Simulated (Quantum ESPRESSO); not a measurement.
# SiC (Moissanite) (P6_3mc) in Quantum ESPRESSO: a series of runs

Runs on SiC (Moissanite). Level: PBEsol. Tasks: dielectric tensor.

Program: Quantum ESPRESSO 7.5. These are calculated values, not measurements. Logs are shortened: lines on timing, memory, paths and dates and some standing lists are left out, and cuts for length are marked.

## (1) The crystal as given

It takes space group P6_3mc (No. 186, hexagonal). The conventional cell has a = 3.076 Å, b = 3.076 Å, c = 5.048 Å, α = 90.00°, β = 90.00°, γ = 120.00°. Si (site symmetry 3m) is surrounded by 4 C at 1.87 to 1.94 Å. C (site symmetry 3m) is surrounded by 4 Si at 1.87 to 1.94 Å.

## (2) Dielectric tensor, PBEsol

pw.in reads:

```
&CONTROL
  calculation = 'scf'
  prefix = 'pwscf'
  outdir = './tmp'
  pseudo_dir = './pseudo'
  tprnfor = .true.
  tstress = .true.
  disk_io = 'low'
/
&SYSTEM
  ibrav = 0
  celldm(1) = 8
  nat = 4
  ntyp = 2
  ecutwfc = 82
  nbnd = 14
  occupations = 'smearing'
  smearing = 'fd'
  degauss = 0.00367493
/
&ELECTRONS
  conv_thr = 8d-10
  electron_maxstep = 120
  mixing_beta = 0.5
/
ATOMIC_SPECIES
Si    28.0850 Si.upf
C     12.0110 C.upf
CELL_PARAMETERS alat
  0.7265996949186   0.0000000000000   0.0000000000000
 -0.3632998474593   0.6292537941719   0.0000000000000
  0.0000000000000   0.0000000000000   1.1924171846389
ATOMIC_POSITIONS crystal
Si     0.6666666667    0.3333333333    0.5000000000
Si     0.3333333333    0.6666666667    0.0000000000
C      0.6666666667    0.3333333333    0.8850000000
C      0.3333333333    0.6666666667    0.3850000000
K_POINTS automatic
8 8 4 0 0 1
```

scf2.in reads:

```
&CONTROL
  calculation = 'scf'
  prefix = 'pwscf'
  outdir = './tmp'
  pseudo_dir = './pseudo'
  tprnfor = .true.
  tstress = .true.
  disk_io = 'low'
/
&SYSTEM
  ibrav = 0
  celldm(1) = 8
  nat = 4
  ntyp = 2
  ecutwfc = 82
  nbnd = 14
  occupations = 'fixed'
/
&ELECTRONS
  conv_thr = 1d-13
  electron_maxstep = 120
  mixing_beta = 0.5
  startingpot = 'file'
  startingwfc = 'file'
/
ATOMIC_SPECIES
Si    28.0850 Si.upf
C     12.0110 C.upf
CELL_PARAMETERS alat
  0.7265996949186   0.0000000000000   0.0000000000000
 -0.3632998474593   0.6292537941719   0.0000000000000
  0.0000000000000   0.0000000000000   1.1924171846389
ATOMIC_POSITIONS crystal
Si     0.6666666667    0.3333333333    0.5000000000
Si     0.3333333333    0.6666666667    0.0000000000
C      0.6666666667    0.3333333333    0.8850000000
C      0.3333333333    0.6666666667    0.3850000000
K_POINTS automatic
8 8 4 0 0 1
```

ph.in reads:

```
dielectric of SiC
&INPUTPH
  prefix = 'pwscf'
  outdir = './tmp'
  tr2_ph = 1d-18
  fildyn = 'dyn'
  niter_ph = 90
  alpha_mix(1) = 0.7
  epsil = .true.
  trans = .false.
  zeu = .true.
/
0.0000000000 0.0000000000 0.0000000000
```

Potentials or basis: PseudoDojo 0.4.1 SR PBEsol standard.

Run with:

```sh
> OMP_NUM_THREADS=1 pw.x -in pw.in > pw.out
> OMP_NUM_THREADS=1 pw.x -in scf2.in > scf2.out
> OMP_NUM_THREADS=1 ph.x -in ph.in > ph.out
```

pw.out:

```text
This program is part of the open-source Quantum ESPRESSO suite
     for quantum simulation of materials; please cite
[... 9 lines left out ...]
     --------------------
     sticks:   dense  smooth     PW     G-vecs:    dense   smooth      PW
     Sum         757     757    223                27991    27991    4367

     Using Slab Decomposition

     bravais-lattice index     =            0
     lattice parameter (alat)  =       8.0000  a.u.
     unit-cell volume          =     279.1382 (a.u.)^3
     number of atoms/cell      =            4
     number of atomic types    =            2
     number of electrons       =        16.00
     number of Kohn-Sham states=           14
     kinetic-energy cutoff     =      82.0000  Ry
     charge density cutoff     =     328.0000  Ry
     scf convergence threshold =      8.0E-10
     mixing beta               =       0.5000
     number of iterations used =            8  plain     mixing
     Exchange-correlation= PBESOL
                           (   1   4  10   8   0   0   0)

     celldm(1)=   8.000000  celldm(2)=   0.000000  celldm(3)=   0.000000
     celldm(4)=   0.000000  celldm(5)=   0.000000  celldm(6)=   0.000000

     crystal axes: (cart. coord. in units of alat)
               a(1) = (   0.726600   0.000000   0.000000 )
               a(2) = (  -0.363300   0.629254   0.000000 )
               a(3) = (   0.000000   0.000000   1.192417 )

     reciprocal axes: (cart. coord. in units 2 pi/alat)
               b(1) = (  1.376274  0.794592 -0.000000 )
               b(2) = (  0.000000  1.589184  0.000000 )
               b(3) = (  0.000000 -0.000000  0.838633 )

     PseudoPot. # 1 for Si read from file:
     Si.upf
     Pseudo is Norm-conserving + core correction, Zval =  4.0
     Generated using ONCVPSP code by D. R. Hamann
     Using radial grid of 1510 points,  6 beta functions with:
                l(1) =   0
                l(2) =   0
                l(3) =   1
                l(4) =   1
                l(5) =   2
                l(6) =   2

     PseudoPot. # 2 for C  read from file:
     C.upf
     Pseudo is Norm-conserving + core correction, Zval =  4.0
     Generated using ONCVPSP code by D. R. Hamann
     Using radial grid of 1248 points,  4 beta functions with:
                l(1) =   0
                l(2) =   0
                l(3) =   1
                l(4) =   1

     atomic species   valence    mass     pseudopotential
     Si                4.00    28.08500     Si( 1.00)
     C                 4.00    12.01100     C ( 1.00)

     12 Sym. Ops. (no inversion) found ( 6 have fractional translation)

   Cartesian axes

     site n.     atom                  positions (alat units)
         1        Si     tau(   1) = (   0.3632998   0.2097513   0.5962086  )
         2        Si     tau(   2) = (  -0.0000000   0.4195025   0.0000000  )
         3        C      tau(   3) = (   0.3632998   0.2097513   1.0552892  )
         4        C      tau(   4) = (  -0.0000000   0.4195025   0.4590806  )

     number of k points=    20  Fermi-Dirac smearing, width (Ry)=  0.0037
                       cart. coord. in units 2pi/alat
        k(    1) = (   0.0000000   0.0000000   0.1048291), wk =   0.0156250
        k(    2) = (   0.0000000   0.0000000   0.3144872), wk =   0.0156250
        k(    3) = (   0.0000000   0.1986480   0.1048291), wk =   0.0937500
        k(    4) = (   0.0000000   0.1986480   0.3144872), wk =   0.0937500
        k(    5) = (   0.0000000   0.3972960   0.1048291), wk =   0.0937500
        k(    6) = (   0.0000000   0.3972960   0.3144872), wk =   0.0937500
[... 12 lines left out ...]
        k(   19) = (   0.3440684   0.7945920   0.1048291), wk =   0.0937500
        k(   20) = (   0.3440684   0.7945920   0.3144872), wk =   0.0937500

     Dense  grid:    27991 G-vectors     FFT dimensions: (  36,  36,  60)

     Initial potential from superposition of free atoms

     starting charge      15.9987, renormalised to      16.0000
     Starting wfcs are   16 randomized atomic wfcs

     Self-consistent Calculation

     iteration #  1     ecut=    82.00 Ry     beta= 0.50
     Davidson diagonalization with overlap
     ethr =  1.00E-02,  avg # of iterations =  3.5

     total energy              =     -40.81028301 Ry
     estimated scf accuracy    <       0.85437489 Ry

     iteration #  2     ecut=    82.00 Ry     beta= 0.50
     Davidson diagonalization with overlap
     ethr =  5.34E-03,  avg # of iterations =  2.0

     total energy              =     -41.01750233 Ry
     estimated scf accuracy    <       0.04198854 Ry

     iteration #  3     ecut=    82.00 Ry     beta= 0.50
     Davidson diagonalization with overlap
     ethr =  2.62E-04,  avg # of iterations =  4.5

     total energy              =     -41.02037082 Ry
     estimated scf accuracy    <       0.00645221 Ry

     iteration #  4     ecut=    82.00 Ry     beta= 0.50
     Davidson diagonalization with overlap
     ethr =  4.03E-05,  avg # of iterations =  3.9

     total energy              =     -41.02085317 Ry
     estimated scf accuracy    <       0.00158804 Ry

     iteration #  5     ecut=    82.00 Ry     beta= 0.50
     Davidson diagonalization with overlap
     ethr =  9.93E-06,  avg # of iterations =  3.5

     total energy              =     -41.02126094 Ry
     estimated scf accuracy    <       0.00009818 Ry

     iteration #  6     ecut=    82.00 Ry     beta= 0.50
     Davidson diagonalization with overlap
     ethr =  6.14E-07,  avg # of iterations =  3.1

     total energy              =     -41.02128144 Ry
     estimated scf accuracy    <       0.00000032 Ry

     iteration #  7     ecut=    82.00 Ry     beta= 0.50
     Davidson diagonalization with overlap
     ethr =  2.00E-09,  avg # of iterations =  4.2

     total energy              =     -41.02128187 Ry
     estimated scf accuracy    <       0.00000031 Ry

     iteration #  8     ecut=    82.00 Ry     beta= 0.50
     Davidson diagonalization with overlap
     ethr =  1.96E-09,  avg # of iterations =  1.8

     total energy              =     -41.02128190 Ry
     estimated scf accuracy    <       0.00000001 Ry

     iteration #  9     ecut=    82.00 Ry     beta= 0.50
     Davidson diagonalization with overlap
     ethr =  9.29E-11,  avg # of iterations =  3.0

     End of self-consistent calculation

          k = 0.0000 0.0000 0.1048 (  3507 PWs)   bands (ev):

    -5.9370  -2.7986   1.4217   8.2204   8.2204   9.2765   9.4100   9.4100
    14.3650  16.0474  16.1930  16.1930  17.0098  18.2020

          k = 0.0000 0.0000 0.3145 (  3538 PWs)   bands (ev):

    -5.3340  -4.1859   3.7973   6.7425   8.5345   8.5345   9.0248   9.0248
    14.9150  15.9283  16.4959  16.4962  17.2827  17.7802

          k = 0.0000 0.1986 0.1048 (  3510 PWs)   bands (ev):

    -5.6657  -2.5584   1.6612   6.8550   7.7928   8.3331   9.2262   9.2783
    14.6903  15.8292  16.5684  16.7876  17.0711  18.0362

          k = 0.0000 0.1986 0.3145 (  3520 PWs)   bands (ev):

    -5.0662  -3.9271   3.9558   6.6452   7.3197   8.1481   8.1539   8.7390
    14.9507  15.7272  16.4794  17.0400  17.1955  18.2451

          k = 0.0000 0.3973 0.1048 (  3504 PWs)   bands (ev):

    -4.8688  -1.8828   2.2739   4.4770   6.3024   7.0238   8.7457   8.7724
    13.5021  15.0692  16.4984  17.5246  17.8778  18.6282

          k = 0.0000 0.3973 0.3145 (  3503 PWs)   bands (ev):

    -4.2824  -3.1770   3.8623   5.1556   5.6347   7.4379   7.6993   8.1327
    13.5686  14.5753  16.0398  17.5914  18.5116  19.4250

          k = 0.0000 0.5959 0.1048 (  3499 PWs)   bands (ev):

    -3.6316  -1.0803   1.8220   3.8316   4.2338   6.4380   7.6615   8.3028
    12.6190  13.8343  16.5033  17.2879  17.8421  19.4843

          k = 0.0000 0.5959 0.3145 (  3493 PWs)   bands (ev):

    -3.0813  -2.0847   2.0548   2.9949   5.9854   6.8775   7.6258   7.8272
    12.6914  13.4629  14.9945  16.3493  18.8781  20.2934

          k = 0.0000-0.7946 0.1048 (  3492 PWs)   bands (ev):

    -2.5890  -1.1990   1.4792   2.8813   4.6553   6.2275   6.7406   8.1332
    12.2977  13.4680  16.4984  17.1096  18.1189  19.0646

          k = 0.0000-0.7946 0.3145 (  3476 PWs)   bands (ev):

    -2.1217  -1.4509   1.0046   1.6933   6.5316   6.6742   7.4377   7.7193
    12.5163  12.8516  15.1209  15.2145  18.8269  20.2976

          k = 0.1720 0.2980 0.1048 (  3506 PWs)   bands (ev):

    -5.1309  -2.0982   2.1017   5.3652   6.4433   7.4055   8.5550   9.0299
    15.0261  15.2840  16.2381  16.7176  17.8131  18.2802

          k = 0.1720 0.2980 0.3145 (  3512 PWs)   bands (ev):

    -4.5397  -3.4215   4.0813   5.8317   6.0998   7.1666   7.8832   7.9337
    14.7467  15.1833  16.7256  16.7614  17.8283  18.4858

          k = 0.1720 0.4966 0.1048 (  3497 PWs)   bands (ev):

    -4.1036  -1.3112   2.4429   3.8717   4.9483   5.9639   7.7293   8.2695
    14.0567  14.6593  16.0773  17.3662  18.0592  19.1976

          k = 0.1720 0.4966 0.3145 (  3490 PWs)   bands (ev):

    -3.5354  -2.4812   3.0394   4.0145   5.7156   6.2552   6.9514   8.0096
    13.8468  14.6665  15.7426  17.3357  18.0783  18.7740

          k = 0.1720 0.6953 0.1048 (  3494 PWs)   bands (ev):

    -2.7824  -0.9631   1.6593   3.3546   4.4769   5.3231   6.9955   7.3489
    13.3764  13.8604  16.4938  17.3273  18.3451  19.8571

          k = 0.1720 0.6953 0.3145 (  3491 PWs)   bands (ev):

    -2.2858  -1.4835   1.4293   2.2101   5.4427   6.3442   6.7865   7.9725
    13.1732  14.1304  15.2957  16.1920  17.6249  19.8653

          k = 0.3441 0.5959 0.1048 (  3503 PWs)   bands (ev):

    -2.9290  -0.8086   2.1716   3.4591   4.5307   4.6415   6.3226   7.3714
    13.0754  16.0819  16.5387  17.4535  19.0038  19.3533

          k = 0.3441 0.5959 0.3145 (  3495 PWs)   bands (ev):

    -2.4149  -1.5368   2.0874   2.8479   4.4636   5.3272   6.7151   8.0858
    14.3022  14.3416  16.3923  16.5037  18.4423  19.4452

          k = 0.3441 0.7946 0.1048 (  3502 PWs)   bands (ev):

    -1.8962  -1.1253   2.2802   3.1643   3.3639   5.5493   5.7610   6.5123
    12.4696  16.4991  16.9199  17.8042  19.2864  19.6268

          k = 0.3441 0.7946 0.3145 (  3495 PWs)   bands (ev):

    -1.5240  -1.1394   1.6378   2.0401   3.7854   4.7522   7.3294   7.8569
    13.9301  15.0211  15.2429  16.4807  19.0159  19.1886

     the Fermi energy is    10.5846 ev

!    total energy              =     -41.02128191 Ry
     estimated scf accuracy    <          1.2E-10 Ry
     smearing contrib. (-TS)   =      -0.00000000 Ry
     internal energy E=F+TS    =     -41.02128191 Ry

     The total energy is F=E-TS. E is the sum of the following terms:
     one-electron contribution =      11.12746784 Ry
     hartree contribution      =       4.66379168 Ry
     xc contribution           =     -15.02335223 Ry
     ewald contribution        =     -41.78918921 Ry

     convergence has been achieved in   9 iterations

     Forces acting on atoms (cartesian axes, Ry/au):

     atom    1 type  1   force =     0.00000000    0.00000000    0.02939274
     atom    2 type  1   force =     0.00000000    0.00000000    0.02939274
     atom    3 type  2   force =     0.00000000    0.00000000   -0.02939274
     atom    4 type  2   force =     0.00000000   -0.00000000   -0.02939274

     Total force =     0.058785     Total SCF correction =     0.000001

     Computing stress (Cartesian axis) and pressure

          total   stress  (Ry/bohr**3)                   (kbar)     P=        3.00
   0.00013259   0.00000000   0.00000000           19.50        0.00        0.00
  -0.00000000   0.00013259   0.00000000           -0.00       19.50        0.00
  -0.00000000  -0.00000000  -0.00020397           -0.00       -0.00      -30.01

=------------------------------------------------------------------------------=
   JOB DONE.
=------------------------------------------------------------------------------=
```

Run time: 4.2 min. Hardware: 1 thread of Intel Xeon at 2.50GHz (Skylake/Cascade Lake), shared host; peak memory 0.08 GiB.

What came out:

```
Free energy                             : -558.1230 eV
Pressure                                : 0.3 GPa
Largest force                           : 0.756 eV/Å
Electronic dielectric tensor (diagonal) : 7.03, 7.03, 7.62
Born charges (mean of the diagonal)     : Si +2.75; C -2.77 e
```

Forces in eV/Å, atoms in the order of the input:
```
Si   0.000  0.000  0.756
Si   0.000  0.000  0.756
C    0.000  0.000 -0.756
C    0.000  0.000 -0.756
```

Electronic dielectric tensor:
```
7.03 0.00 0.00
0.00 7.03 0.00
0.00 0.00 7.62
```

Born effective charge tensors (e):
atom 1, Si
```
2.66 0.00 0.00
0.00 2.66 0.00
0.00 0.00 2.91
```
atom 2, Si
```
2.66 0.00 0.00
0.00 2.66 0.00
0.00 0.00 2.91
```
atom 3, C
```
-2.69  0.00  0.00
 0.00 -2.69  0.00
 0.00  0.00 -2.93
```
atom 4, C
```
-2.69  0.00  0.00
 0.00 -2.69  0.00
 0.00  0.00 -2.93
```

Caveat: the mesh is thin for the dielectric tensor, Born charges and intensities, which usually come out too large; the Born charges break their sum rule by 0.05 e, a sign of too thin a mesh.

[end of part 1 of 3]
